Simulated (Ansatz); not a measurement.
Computed with DFT r2SCAN, scalar-relativistic, plane waves, PAW in Ansatz. Settings: cutoff 500 eV, Γ-centred meshes no coarser than 0.19 Å⁻¹ for metals and 0.3 Å⁻¹ for insulators (2π included), Gaussian smearing.

These are static lattice energies at zero pressure. The comparison covers the computed candidates alone. The k mesh leaves about 4 meV/atom of noise in metals. No run is spin-polarised.

(1) Which of these relaxed structures of Zr3N2 is the lowest in energy?
A.

Space group R-3m:H (No. 166). a = 3.264 Å, b = 3.264 Å, c = 23.662 Å, α = 90.00°, β = 90.00°, γ = 120.00°
```
atom  site  symmetry       x       y       z
  Zr    3a       -3m  0.0000  0.0000  0.0000
  Zr    6c        3m  0.3333  0.6667  0.8888
   N    6c        3m  0.6667  0.3333  0.7218
```

B.

Space group R-3c:H (No. 167). a = 5.647 Å, b = 5.647 Å, c = 15.708 Å, α = 90.00°, β = 90.00°, γ = 120.00°
```tsv
atom	site	symmetry	x	y	z
Zr	18e	.2	0.0081	0.6667	0.4167
N	12c	3.	0.0000	0.0000	0.3385
```

## Answers

(1) A. The R-3m (No. 166) one; the other lies 16 meV/atom higher.